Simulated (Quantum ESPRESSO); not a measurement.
## InP (F-43m): zone-centre phonons

Aim: the zone-centre modes of InP (F-43m).

Program: Quantum ESPRESSO 7.5. Level of theory: DFT LDA, scalar-relativistic, plane waves, PseudoDojo norm-conserving pseudopotentials. Results are calculated unless marked as measured.

**Measured values to reproduce.**

“Universal growth of ultra-thin III–V semiconductor single crystals” (2020, pmc:7414113) reports for InP, zinc blende, by Raman, 532 nm excitation (bulk InP reference crystal): Raman mode (TO, bulk) 306 cm⁻¹ [bulk reference spectrum shown in the supplement; assignment to TO implied by order].

This is a report of a sequence of runs, with most program output left out.

The database entry behind the starting cell differs from later determinations by our own check (0.1 to 0.3 % short, probably kX units), so it need not match the best structure at ambient conditions.

### Step 1. Set-up

Symmetry: F-43m, No. 216, cubic system. The conventional cell has a = 5.861 Å, b = 5.861 Å, c = 5.861 Å, α = 90.00°, β = 90.00°, γ = 90.00°. In has 4 P at 2.54 Å nearest. Nearest to P lie 4 In at 2.54 Å. Farther neighbours are not listed.

### Step 2. A probe with smearing

A cheap run with smearing and empty bands tells whether the crystal has a gap, which decides between fixed occupations and smearing later on.

probe.in reads:

```
&control
   calculation = 'scf'
   prefix = 'x'
   outdir = './tmp'
   pseudo_dir = './pseudo'
   tprnfor = .true.
   tstress = .true.
   verbosity = 'high'
/
&system
   ibrav = 0
   nat = 2
   ntyp = 2
   ecutwfc = 70.0
   occupations = 'smearing'
   smearing = 'gaussian'
   degauss = 0.01
/
&electrons
   conv_thr = 1.0d-07
   mixing_beta = 0.7
   electron_maxstep = 100
/
ATOMIC_SPECIES
 In    114.8180  In.upf
 P      30.9738  P.upf
CELL_PARAMETERS angstrom
     0.000000000    2.930500000    2.930500000
     2.930500000    0.000000000    2.930500000
     2.930500000    2.930500000    0.000000000
ATOMIC_POSITIONS crystal
 In     0.000000000   0.000000000   0.000000000
 P      0.250000000   0.250000000   0.250000000
K_POINTS automatic
 6 6 6 0 0 0
```

Command:

```bash
$ OMP_NUM_THREADS=1 mpirun -n 4 pw.x -nk 4 -in probe.in > probe.out
```

Wall time 2.7 s (4 MPI ranks of Intel Xeon 6975P-C (Granite Rapids), shared host).

Read from the output:

| Quantity | Value |
| --- | --- |
| volume per atom | 25.17 Å³ |
| pressure | -1.392 GPa |
| gap on the k-mesh | 0.4831 eV |

A gap of 0.48 eV opens on this mesh, so the crystal is taken as an insulator; the start stands at -1.4 GPa.

### Step 3. Relaxing the cell and atoms

The relaxation runs at a cutoff a fifth above that of the response, since stress converges more slowly with the basis than frequencies do. Forces and stress are brought to rest with tight thresholds.

relax.in reads:

```
&control
   calculation = 'vc-relax'
   prefix = 'x'
   outdir = './tmp'
   pseudo_dir = './pseudo'
   tprnfor = .true.
   tstress = .true.
   forc_conv_thr = 2.0d-05
   etot_conv_thr = 1.0d-07
   nstep = 40
/
&system
   ibrav = 0
   nat = 2
   ntyp = 2
   ecutwfc = 84
   occupations = 'fixed'
   nbnd = 11
/
&electrons
   conv_thr = 1.0d-11
   mixing_beta = 0.7
   electron_maxstep = 100
/
&ions
/
&cell
   press_conv_thr = 0.2
/
ATOMIC_SPECIES
 In    114.8180  In.upf
 P      30.9738  P.upf
CELL_PARAMETERS angstrom
     0.000000000    2.930500000    2.930500000
     2.930500000    0.000000000    2.930500000
     2.930500000    2.930500000    0.000000000
ATOMIC_POSITIONS crystal
 In     0.000000000   0.000000000   0.000000000
 P      0.250000000   0.250000000   0.250000000
K_POINTS automatic
 10 10 10 0 0 0
```

Command:

```bash
$ OMP_NUM_THREADS=1 mpirun -n 4 pw.x -nk 4 -in relax.in > relax.out
```

It took 30 s on 4 MPI ranks.

The steps of the relaxation:

| step | energy less that of the first step (eV) | largest force (eV/Å) | pressure (GPa) | volume (Å³) |
| --- | --- | --- | --- | --- |
| 1 | 0.0000 | 0.0000 | -1.34 | 50.33 |
| 2 | -0.0024 | 0.0000 | -0.89 | 49.99 |
| 3 | -0.0041 | 0.0000 | -0.18 | 49.48 |
| 4 | -0.0042 | 0.0000 | 0.00 | 49.35 |
| 5 | -0.0042 | 0.0000 | 0.00 | 49.35 |
| 6 | -0.0042 | 0.0000 | 0.00 | 49.35 |

| conventional cell, symmetrised | before | after | change |
| --- | --- | --- | --- |
| a (Å) | 5.861 | 5.823 | -0.7 % |
| b (Å) | 5.861 | 5.823 | -0.7 % |
| c (Å) | 5.861 | 5.823 | -0.7 % |
| volume (Å³/atom) | 25.17 | 24.68 | -2.0 % |

Final coordinates:

```
CELL_PARAMETERS angstrom
0.00000 2.91129 2.91129
2.91129 0.00000 2.91129
2.91129 2.91129 0.00000
ATOMIC_POSITIONS crystal
In 0.00000 0.00000 0.00000
P 0.25000 0.25000 0.25000
```

The last row of the table of steps is pw.x's closing run on a basis chosen anew for the final cell, so its energy can jump.

This step gave:

- volume per atom: 24.68 Å³
- pressure: 0.002 GPa
- gap on the k-mesh: 0.5949 eV

The volume changes by -2.0 % from the cell with which this run began.

### Step 4. Ground state

Perturbation theory inherits every error of the wavefunctions, so the threshold is set near the limit of the arithmetic. With a gap, occupations are fixed, which also allows the response to an electric field.

scf.in reads:

```
&control
   calculation = 'scf'
   prefix = 'x'
   outdir = './tmp'
   pseudo_dir = './pseudo'
   tprnfor = .true.
   tstress = .true.
/
&system
   ibrav = 0
   nat = 2
   ntyp = 2
   ecutwfc = 70.0
   occupations = 'fixed'
   nbnd = 11
/
&electrons
   conv_thr = 1.0d-12
   mixing_beta = 0.7
   electron_maxstep = 100
/
ATOMIC_SPECIES
 In    114.8180  In.upf
 P      30.9738  P.upf
CELL_PARAMETERS angstrom
     0.000000000    2.911293188    2.911293188
     2.911293188    0.000000000    2.911293188
     2.911293188    2.911293188    0.000000000
ATOMIC_POSITIONS crystal
 In     0.000000000   0.000000000   0.000000000
 P      0.250000000   0.250000000   0.250000000
K_POINTS automatic
 10 10 10 0 0 0
```

Command:

```bash
$ OMP_NUM_THREADS=1 mpirun -n 4 pw.x -nk 4 -in scf.in > scf.out
```

It took 6.5 s on 4 MPI ranks; 25 s of CPU time.

Read from the output:

- pressure: -0.001 GPa

The cell stands at -0.001 GPa, close enough for phonons.

### Step 5. Linear response at Γ

At q = 0 one unit cell holds all displacements; symmetry groups them into irreducible representations that are solved one by one. The response to a field gives ε∞ and the Born charges, which polar modes need.

ph.in reads:

```
phonons
&inputph
   prefix = 'x'
   outdir = './tmp'
   fildyn = 'g.dyn'
   tr2_ph = 1.0d-18
   epsil = .true.
/
0.000000000000 0.000000000000 0.000000000000
```

Command:

```bash
$ OMP_NUM_THREADS=1 mpirun -n 4 ph.x -nk 4 -in ph.in > ph.out
```

Run time: 2.3 min. Hardware: 4 MPI ranks.

This step gave:

| Property | Result |
| --- | --- |
| miss of the charge sum rule | 0.05441 e |
| largest acoustic frequency at the zone centre before the sum rule | 1.33 cm⁻¹ |
| highest optical zone-centre mode (no LO-TO term) | 304.2 cm⁻¹ |
| lowest optical zone-centre mode | 304.2 cm⁻¹ |
| mean high-frequency dielectric constant | 14.63 |
| largest Born charge in size (third of the trace) | 2.533 e |

Born charge (rows field, columns displacement), before the sum rule (e), principal values of the symmetric part by kind of site:

| atom | atoms with these values | low | middle | high | mean |
| --- | --- | --- | --- | --- | --- |
| In1 | 1 | 2.48 | 2.48 | 2.48 | 2.48 |
| P2 | 1 | -2.53 | -2.53 | -2.53 | -2.53 |

In full for P2:

```
-2.53  0.00  0.00
 0.00 -2.53  0.00
 0.00  0.00 -2.53
```

High-frequency dielectric tensor:

```
14.63  0.00  0.00
 0.00 14.63  0.00
 0.00  0.00 14.63
```

The acoustic modes at Γ come out as far as 1.3 cm⁻¹ from zero, where they should vanish, a small numerical error; the Born charges miss their sum rule by 0.054 e, too much: mesh or cutoff is short for the field response.

### Step 6. Zone-centre analysis

A rigid shift of the crystal must cost nothing, but grids and finite bases break this; the acoustic sum rule is imposed before the matrix is diagonalised again. With Born charges the intensities follow, and the static dielectric tensor.

dynmat.in reads:

```
&input
   fildyn = 'g.dyn'
   asr = 'simple'
   fileig = 'dynmat.eig'
   lperm = .true.
/
```

Command:

```bash
$ dynmat.x -in dynmat.in > dynmat.out
```

Wall time 0.66 s (1 thread).

Read from the output:

```yaml
mean_static_dielectric_constant: 17.41
```

Unit eigenvectors of the mass-weighted matrix after the sum rule; no LO-TO term. Modes at Γ, with each element's share of the kinetic energy:

| mode | frequency (cm⁻¹) | symmetry | In % | P % |
| --- | --- | --- | --- | --- |
| 1 | 0.0 | acoustic | 79 | 21 |
| 2 | 0.0 | acoustic | 79 | 21 |
| 3 | 0.0 | acoustic | 79 | 21 |
| 4 | 304.2 | T2 | 21 | 79 |
| 5 | 304.2 | T2 | 21 | 79 |
| 6 | 304.2 | T2 | 21 | 79 |

Displacements in mode 5 (304.2 cm⁻¹), the largest set to 1:
```
In1  0.00 -0.27  0.00
P2   0.00  1.00  0.00
```

Degenerate modes summed, no LO-TO term. Infrared lines, with heights relative to the strongest:

| position (cm⁻¹) | lines merged | label | IR intensity, relative |
| --- | --- | --- | --- |
| 304 | 3 | T2 | 100 |

Static dielectric tensor (ions relaxed, fixed cell):

```
17.41  0.00  0.00
 0.00 17.41  0.00
 0.00  0.00 17.41
```

The rule moves no optical mode by more than 0.1 cm⁻¹.

### Step 7. The LO-TO splitting (1 0 0)

A longitudinal polar mode sets up a macroscopic field that stiffens it; the term hangs on the direction from which q goes to zero.

dynmat.in reads:

```
&input
   fildyn = 'g.dyn'
   asr = 'simple'
   fileig = 'dynmat.eig'
   q(1) = 1.0
   q(2) = 0.0
   q(3) = 0.0
/
```

Command:

```bash
$ dynmat.x -in dynmat.in > dynmat.out
```

Elapsed: 0.65 s, on 1 thread.

Numbers from this step:

* highest mode moved by the LO-TO term: 331.8 cm⁻¹

Zone-centre frequencies as printed; negative means imaginary. Modes:

| mode | frequency (cm⁻¹) |
| --- | --- |
| 1 | 0 |
| 2 | 0 |
| 3 | 0 |
| 4 | 304.2 |
| 5 | 304.2 |
| 6 | 331.8 |

The field moves one mode, from 304 to 332 cm⁻¹; the others stay.

### Step 8. What came out

| Property | Result |
| --- | --- |
| space group after relaxation | F-43m |
| volume per atom | 24.7 Å³ |
| gap on the k-mesh | 0.595 eV |
| highest optical zone-centre mode (no LO-TO term) | 304.2 cm⁻¹ |
| highest mode moved by the LO-TO term (probably not converged in the k mesh) | 331.8 cm⁻¹ |
| mean high-frequency dielectric constant (probably not converged in the k mesh) | 14.6 |
| largest Born charge in size (third of the trace) (probably not converged in the k mesh) | 2.53 e |
| mean static dielectric constant (probably not converged in the k mesh) | 17.4 |
| imaginary optical modes at the zone centre (no q mesh in this session) | none |

What this shows: At the LDA level the optical modes of InP (F-43m) at the zone centre (no LO-TO term) lie at 304 cm⁻¹. Along the directions run, the highest mode that the macroscopic field moves lies at 332 cm⁻¹. Lattice motion raises the mean dielectric constant from 14.63 to 17.41. The Born charges miss their sum rule by 0.054 e, a sign that the k mesh or the cutoff is short for the field response. ε∞, the Born charges and what follows from them are probably not converged in the k mesh. The Lyddane-Sachs-Teller relation holds: (ωLO/ωTO)² is 1.19 and ε₀/ε∞ is 1.19. Left out of this account: PBE with PseudoDojo NC, since it is gradient-corrected and no frozen-mode check or second program bears its response out; PBEsol with PseudoDojo NC, since it is gradient-corrected and no frozen-mode check or second program bears its response out. What is said of the levels holds for those shown. These are harmonic frequencies at zero temperature: anharmonic shifts and linewidths and thermal expansion are left out.

Calculation against experiment:

```
                   quantity  measured  LDA PseudoDojo norm-conserving, Quantum ESPRESSO
Raman mode, TO, bulk (cm⁻¹)       306                                      304 (-0.6 %)
```

Measured values from pmc:7414113 (2020).

Verdict: The Raman mode is off by -0.6 %: good agreement. The grades are ours: good and fair within 3 and 7 % for the Raman mode. Zero-point motion and thermal expansion are not in the computed Raman mode. Limits of convergence are named above.

[Host names and launcher messages were left out of these logs when they were recorded.]

[Logs are printed without paths, hosts, clocks, repeated set-up lines and the standing remarks that a program may print on its own settings, such as how far it seeks lower states.]

[Hosts, paths, dates, database ids (printed as entryN), source tags and the programs' standing remarks are cut or masked in the printed files.]
